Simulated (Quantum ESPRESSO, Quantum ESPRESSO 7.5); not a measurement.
# F on fcc sites of Co(0001), stepped through the coverage

Aim: how the results for F on fcc sites of Co(0001) change with the coverage.

Main program and level: Quantum ESPRESSO 7.5; plane-wave DFT, PBE, GBRV ultrasoft pseudopotentials.

### Step 1. The structure

Symmetry: P6_3/mmc, No. 194, hexagonal system. Conventional cell: a = 2.510 Å, b = 2.510 Å, c = 4.071 Å, α = 90.00°, β = 90.00°, γ = 120.00°. Nearest to Co lie 12 Co at 2.50 to 2.51 Å.

Coordinates:

```cif
data_structure
_symmetry_space_group_name_H-M 'P6_3/mmc'
_symmetry_Int_Tables_number 194
_cell_length_a 2.5100
_cell_length_b 2.5100
_cell_length_c 4.0712
_cell_angle_alpha 90.000
_cell_angle_beta 90.000
_cell_angle_gamma 120.000
_cell_volume 22.21
loop_
_atom_site_label
_atom_site_type_symbol
_atom_site_symmetry_multiplicity
_atom_site_Wyckoff_symbol
_atom_site_fract_x
_atom_site_fract_y
_atom_site_fract_z
_atom_site_occupancy
Co1 Co 2 c 0.33333 0.66667 0.25000 1
```

Set-up: Slabs of 3 layers, covered on the upper face; adsorbates and the top layer relax in a periodic cell, the rest is held (the clean slab relaxes both outer layers); a run under open boundaries (ESM, bc1) gives both vacuum levels. Cells of one to 6 surface sites carry the coverages, on meshes of like density; cold smearing of 0.02 Ry. The slabs take the lattice constants of the bulk relaxed by the same program.

Members 0.25, 0.3333, 0.5 and 0.6667 took the same steps and show in the table alone.

### Step 2. Variable-cell relaxation of the reference

The bulk crystal is relaxed in cell and atoms; the members are built on its lattice constants.

ref.vc.in

```
&control
  prefix = 'ref.vc'
  outdir = './out'
  pseudo_dir = './pseudo'
  nstep = 40
  forc_conv_thr = 0.0003
  calculation = 'vc-relax'
/
&system
  ibrav = 0
  nat = 2
  ntyp = 1
  ecutwfc = 50
  ecutrho = 250
  occupations = 'smearing'
  smearing = 'mv'
  degauss = 0.02
  nspin = 2
  starting_magnetization(1) = 0.28
/
&electrons
  conv_thr = 1e-09
  mixing_beta = 0.4
  electron_maxstep = 120
/
&ions
/
&cell
  press_conv_thr = 0.3
/
ATOMIC_SPECIES
  Co  58.9332  co_pbe_v1.2.uspp.F.UPF
CELL_PARAMETERS angstrom
  2.51000000000000 0.00000000000000 0.00000000000000
  -1.25500000000000 2.17372376349894 0.00000000000000
  0.00000000000000 0.00000000000000 4.07122000000000
ATOMIC_POSITIONS crystal
  Co  0.333333333333 0.666666666667 0.250000000000
  Co  0.666666666667 0.333333333333 0.750000000000
K_POINTS automatic
  19 19 10 0 0 0
```

The run is started by

```console
OMP_NUM_THREADS=1 mpirun -n 8 pw.x -nk 8 -in ref.vc.in > ref.vc.out
```

Log:

```text
Program PWSCF v.7.5 starts
[citation notice left out]

     Parallel version (MPI & OpenMP), running on       8 processor cores
     Number of MPI processes:                 8
     Threads/MPI process:                     1

     MPI processes distributed on     1 nodes
[...]
Current dimensions of program PWSCF are:
     Max number of different atomic species (ntypx) = 10
     Max number of k-points (npk) =  40000
     Max angular momentum in pseudopotentials (lmaxx) =  4
     Message from routine setup:
     using ibrav=0 with symmetry is DISCOURAGED, use correct ibrav instead

     K-points division:     npool     =       8
     Subspace diagonalization in iterative solution of the eigenvalue problem:
     a serial algorithm will be used

     G-vector sticks info
     --------------------
     sticks:   dense  smooth     PW     G-vecs:    dense   smooth      PW
     Sum         379     313     97                 9909     7199    1303

     Using Slab Decomposition

     bravais-lattice index     =            0
     lattice parameter (alat)  =       4.7432  a.u.
     unit-cell volume          =     149.8992 (a.u.)^3
     number of atoms/cell      =            2
     number of atomic types    =            1
     number of electrons       =        34.00
     number of Kohn-Sham states=           21
     kinetic-energy cutoff     =      50.0000  Ry
     charge density cutoff     =     250.0000  Ry
     scf convergence threshold =      1.0E-09
     mixing beta               =       0.4000
     number of iterations used =            8  plain     mixing
     energy convergence thresh.=      1.0E-04
     force convergence thresh. =      3.0E-04
     press convergence thresh. =      3.0E-01
     Exchange-correlation= SLA  PW   PBE  PBE
                           (   1   4   3   4   0   0   0)
     nstep                     =           40

     celldm(1)=   4.743213  celldm(2)=   0.000000  celldm(3)=   0.000000
     celldm(4)=   0.000000  celldm(5)=   0.000000  celldm(6)=   0.000000

     crystal axes: (cart. coord. in units of alat)
               a(1) = (   1.000000   0.000000   0.000000 )
               a(2) = (  -0.500000   0.866025   0.000000 )
               a(3) = (   0.000000   0.000000   1.622000 )

     reciprocal axes: (cart. coord. in units 2 pi/alat)
               b(1) = (  1.000000  0.577350 -0.000000 )
               b(2) = (  0.000000  1.154701  0.000000 )
               b(3) = (  0.000000 -0.000000  0.616523 )

     PseudoPot. # 1 for Co read from file:
     ./pseudo/co_pbe_v1.2.uspp.F.UPF
     Pseudo is Ultrasoft + core correction, Zval = 17.0
     Generated by new atomic code, or converted to UPF format
     Using radial grid of  863 points,  6 beta functions with:
                l(1) =   0
                l(2) =   0
                l(3) =   1
                l(4) =   1
                l(5) =   2
                l(6) =   2
     Q(r) pseudized with  8 coefficients,  rinner =    1.200   1.200   1.200
                                                       1.200   1.200

     atomic species   valence    mass     pseudopotential
     Co               17.00    58.93320     Co( 1.00)

     Starting magnetic structure
     atomic species   magnetization
     Co              0.280

     24 Sym. Ops., with inversion, found (12 have fractional translation)

   Cartesian axes

     site n.     atom                  positions (alat units)
         1        Co     tau(   1) = (  -0.0000000   0.5773503   0.4055000  )
         2        Co     tau(   2) = (   0.5000000   0.2886751   1.2165000  )

     number of k points=   240  Marzari-Vanderbilt smearing, width (Ry)=  0.0200

     Number of k-points >= 100: set verbosity='high' to print them.

     Dense  grid:     9909 G-vectors     FFT dimensions: (  24,  24,  40)

     Smooth grid:     7199 G-vectors     FFT dimensions: (  24,  24,  36)

     Estimated max dynamical RAM per process >      34.07 MB

     Estimated total dynamical RAM >     238.67 MB

     Check: negative core charge=   -0.000042
     Generating pointlists ...
     new r_m :   0.4107 (alat units)  1.9478 (a.u.) for type    1

     Initial potential from superposition of free atoms

     starting charge      32.0000, renormalised to      34.0000
     Starting wfcs are   26 randomized atomic wfcs

     total cpu time spent up to now is        1.1 secs

     per-process dynamical memory:    32.9 Mb

     Self-consistent Calculation

     iteration #  1     ecut=    50.00 Ry     beta= 0.40
     Davidson diagonalization with overlap
     ethr =  1.00E-02,  avg # of iterations =  2.5

     total cpu time spent up to now is        3.2 secs

     total energy              =    -592.67107881 Ry
     estimated scf accuracy    <      13.89370018 Ry

     total magnetization       =     4.24 Bohr mag/cell
     absolute magnetization    =     4.40 Bohr mag/cell

     iteration #  2     ecut=    50.00 Ry     beta= 0.40
[...]
total energy              =    -596.13312043 Ry
     estimated scf accuracy    <       4.47456647 Ry

     total magnetization       =     3.06 Bohr mag/cell
     absolute magnetization    =     3.42 Bohr mag/cell

     iteration #  3     ecut=    50.00 Ry     beta= 0.40
[...]
total energy              =    -596.95369739 Ry
     estimated scf accuracy    <       0.10179322 Ry

     total magnetization       =     3.97 Bohr mag/cell
     absolute magnetization    =     4.35 Bohr mag/cell

     iteration #  4     ecut=    50.00 Ry     beta= 0.40
[...]
total energy              =    -596.97588065 Ry
     estimated scf accuracy    <       0.02699709 Ry

     total magnetization       =     3.54 Bohr mag/cell
     absolute magnetization    =     3.99 Bohr mag/cell

     iteration #  5     ecut=    50.00 Ry     beta= 0.40
[...]
total energy              =    -596.97744580 Ry
     estimated scf accuracy    <       0.00852286 Ry

     total magnetization       =     3.43 Bohr mag/cell
     absolute magnetization    =     3.88 Bohr mag/cell

     iteration #  6     ecut=    50.00 Ry     beta= 0.40
[...]
total energy              =    -596.97890388 Ry
     estimated scf accuracy    <       0.00050991 Ry

     total magnetization       =     3.36 Bohr mag/cell
     absolute magnetization    =     3.76 Bohr mag/cell

[...]
number of scf cycles    =   2
     number of bfgs steps    =   1

     enthalpy           old  =    -596.9790740855 Ry
     enthalpy           new  =    -596.9797389598 Ry

     CASE: enthalpy          _new < enthalpy          _old

     new trust radius        =       0.0015173953 bohr
     new conv_thr            =            1.0E-11 Ry

     new unit-cell volume =    146.16044 a.u.^3 (    21.65874 Ang^3 )
     density =      9.03662 g/cm^3

CELL_PARAMETERS (angstrom)
   2.490083731  -0.000000000  -0.000000000
  -1.245041866   2.156475769  -0.000000000
  -0.000000000  -0.000000000   4.033431701

ATOMIC_POSITIONS (crystal)
Co               0.3333333333        0.6666666667        0.2500000000
Co               0.6666666667        0.3333333333        0.7500000000

[...]
NEW-OLD atomic charge density approx. for the potential
     New effective cutoffs (rho, wfc):  252.44   50.94

     Check: negative core charge=   -0.000046
     Generating pointlists ...

     total cpu time spent up to now is       38.9 secs

     per-process dynamical memory:    38.2 Mb

     Self-consistent Calculation

     iteration #  1     ecut=    50.00 Ry     beta= 0.40
     Davidson diagonalization with overlap
     ethr =  1.00E-06,  avg # of iterations =  2.0

     Threshold (ethr) on eigenvalues was too large:
     Diagonalizing with lowered threshold

     Davidson diagonalization with overlap
     ethr =  6.44E-10,  avg # of iterations =  4.1

     total cpu time spent up to now is       43.1 secs

     total energy              =    -596.97974240 Ry
     estimated scf accuracy    <       0.00000036 Ry

     total magnetization       =     3.29 Bohr mag/cell
     absolute magnetization    =     3.66 Bohr mag/cell

[...]
iteration #  7     ecut=    50.00 Ry     beta= 0.40
[...]
Magnetic moment per site  (integrated on atomic sphere of radius R)
     atom   1 (R=0.411)  charge= 15.6440  magn=  1.7281
     atom   2 (R=0.411)  charge= 15.6440  magn=  1.7281

[...]
End of self-consistent calculation

     Number of k-points >= 100: set verbosity='high' to print the bands.

     the Fermi energy is    18.5238 ev

!    total energy              =    -596.97974252 Ry
     estimated scf accuracy    <          2.1E-12 Ry
     smearing contrib. (-TS)   =       0.00106580 Ry
     internal energy E=F+TS    =    -596.98080832 Ry

     The total energy is F=E-TS. E is the sum of the following terms:
     one-electron contribution =    -308.73711140 Ry
     hartree contribution      =     176.40572775 Ry
     xc contribution           =     -65.36897093 Ry
     ewald contribution        =    -399.28045374 Ry

     total magnetization       =     3.29 Bohr mag/cell
     absolute magnetization    =     3.66 Bohr mag/cell

     convergence has been achieved in   7 iterations

     Forces acting on atoms (cartesian axes, Ry/au):

     atom    1 type  1   force =     0.00000000    0.00000000    0.00000000
     atom    2 type  1   force =    -0.00000000   -0.00000000   -0.00000000

     Total force =     0.000000     Total SCF correction =     0.000000

     Computing stress (Cartesian axis) and pressure

          total   stress  (Ry/bohr**3)                   (kbar)     P=        0.49
   0.00000746   0.00000000   0.00000000            1.10        0.00        0.00
   0.00000000   0.00000746   0.00000000            0.00        1.10        0.00
   0.00000000   0.00000000  -0.00000501            0.00        0.00       -0.74

     Energy error            =      3.6E-06 Ry
     Gradient error          =      5.0E-27 Ry/Bohr
     Cell gradient error     =      1.1E+00 kbar

     number of scf cycles    =   3
     number of bfgs steps    =   2

     enthalpy           old  =    -596.9797389598 Ry
     enthalpy           new  =    -596.9797425228 Ry

     CASE: enthalpy          _new < enthalpy          _old

     new trust radius        =       0.0006410472 bohr
     new conv_thr            =            1.0E-11 Ry

     new unit-cell volume =    146.21189 a.u.^3 (    21.66637 Ang^3 )
     density =      9.03344 g/cm^3

CELL_PARAMETERS (angstrom)
   2.490743906  -0.000000000  -0.000000000
  -1.245371953   2.157047497  -0.000000000
  -0.000000000  -0.000000000   4.032712870

ATOMIC_POSITIONS (crystal)
Co               0.3333333333        0.6666666667        0.2500000000
Co               0.6666666667        0.3333333333        0.7500000000

[...]
NEW-OLD atomic charge density approx. for the potential
     New effective cutoffs (rho, wfc):  252.53   50.95

     Check: negative core charge=   -0.000046
     Generating pointlists ...

     total cpu time spent up to now is       54.0 secs

     per-process dynamical memory:    38.2 Mb

[...]
!    total energy              =    -596.97974290 Ry
[...]
Total force =     0.000000     Total SCF correction =     0.000000
[...]
number of bfgs steps    =   3
[...]
new trust radius        =       0.0002650658 bohr
[...]
!    total energy              =    -596.97974293 Ry
[...]
Total force =     0.000000     Total SCF correction =     0.000000
[...]
Self-consistent Calculation

     iteration #  1     ecut=    50.00 Ry     beta= 0.40
     Davidson diagonalization with overlap
     ethr =  1.00E-06,  avg # of iterations = 11.3

     total cpu time spent up to now is       88.1 secs

     total energy              =    -592.09809082 Ry
     estimated scf accuracy    <      14.60315499 Ry

     total magnetization       =     2.02 Bohr mag/cell
     absolute magnetization    =     2.06 Bohr mag/cell

[...]
iteration # 15     ecut=    50.00 Ry     beta= 0.40
[...]
Magnetic moment per site  (integrated on atomic sphere of radius R)
     atom   1 (R=0.411)  charge= 15.6436  magn=  1.7282
     atom   2 (R=0.411)  charge= 15.6436  magn=  1.7282

[...]
End of self-consistent calculation

     Number of k-points >= 100: set verbosity='high' to print the bands.

     the Fermi energy is    18.5182 ev

!    total energy              =    -596.97956458 Ry
     estimated scf accuracy    <          9.2E-12 Ry
     smearing contrib. (-TS)   =       0.00107171 Ry
     internal energy E=F+TS    =    -596.98063629 Ry

     The total energy is F=E-TS. E is the sum of the following terms:
     one-electron contribution =    -308.79146899 Ry
     hartree contribution      =     176.42661106 Ry
     xc contribution           =     -65.36868012 Ry
     ewald contribution        =    -399.24709824 Ry

     total magnetization       =     3.29 Bohr mag/cell
     absolute magnetization    =     3.66 Bohr mag/cell

     convergence has been achieved in  15 iterations

     Forces acting on atoms (cartesian axes, Ry/au):

     atom    1 type  1   force =    -0.00000000   -0.00000000   -0.00000000
     atom    2 type  1   force =     0.00000000    0.00000000    0.00000000

     Total force =     0.000000     Total SCF correction =     0.000000

     Computing stress (Cartesian axis) and pressure

          total   stress  (Ry/bohr**3)                   (kbar)     P=       -0.83
  -0.00000518   0.00000000  -0.00000000           -0.76        0.00       -0.00
   0.00000000  -0.00000518  -0.00000000            0.00       -0.76       -0.00
   0.00000000   0.00000000  -0.00000656            0.00        0.00       -0.96

[...]
=------------------------------------------------------------------------------=
   JOB DONE.
=------------------------------------------------------------------------------=
[...]
```

Wall time 1.9 min (8 MPI ranks of Arm Neoverse V1, shared host); peak memory 0.57 GiB.

Relaxation path:

```
step  energy less that of the first step (eV)  largest force (eV/Å)  volume (Å³)
   1                                   0.0000                0.0000        22.21
   2                                  -0.0090                0.0000        21.63
   3                                  -0.0091                0.0000        21.66
   4                                  -0.0091                0.0000        21.67
   5                                  -0.0091                0.0000        21.66
   6                                  -0.0067                0.0000        21.66
```

```
conventional cell, symmetrised  before  after  change
                         a (Å)   2.510  2.491  -0.8 %
                         b (Å)   2.510  2.491  -0.8 %
                         c (Å)   4.071  4.032  -1.0 %
              volume (Å³/atom)   11.11  10.83  -2.5 %
```

Final coordinates:

```cif
data_structure
_symmetry_space_group_name_H-M 'P 1'
_symmetry_Int_Tables_number 1
_cell_length_a 2.4907
_cell_length_b 2.4907
_cell_length_c 4.0323
_cell_angle_alpha 90.000
_cell_angle_beta 90.000
_cell_angle_gamma 120.000
_cell_volume 21.66
loop_
_atom_site_label
_atom_site_type_symbol
_atom_site_fract_x
_atom_site_fract_y
_atom_site_fract_z
_atom_site_occupancy
Co1 Co 0.33333 0.66667 0.25000 1
Co2 Co 0.66667 0.33333 0.75000 1
```

 The last row is no step: it is a fresh SCF in the final cell with a new plane-wave basis, +2 meV from the row before.

This step gave:

| Quantity | Value |
| --- | --- |
| free energy | -8122.3208 eV |
| Fermi energy | 18.52 eV |
| total moment | 3.29 μB |
| absolute moment | 3.66 μB |
| site moments | 1.728, 1.728 μB |

(Part 1 of 10 ends here.)

[Logs are printed without paths, hosts, clocks, repeated set-up lines and the standing remarks that a program may print on its own settings, such as how far it seeks lower states.]

[Hosts, paths, dates, database ids (printed as entryN), source tags and the programs' standing remarks are cut or masked in the printed files.]

[Maps of the electrostatic potential energy from Ansatz leave out the sawtooth potential of an applied field or a dipole correction, so their vacuum need not be flat; planar profiles and work functions include it.]
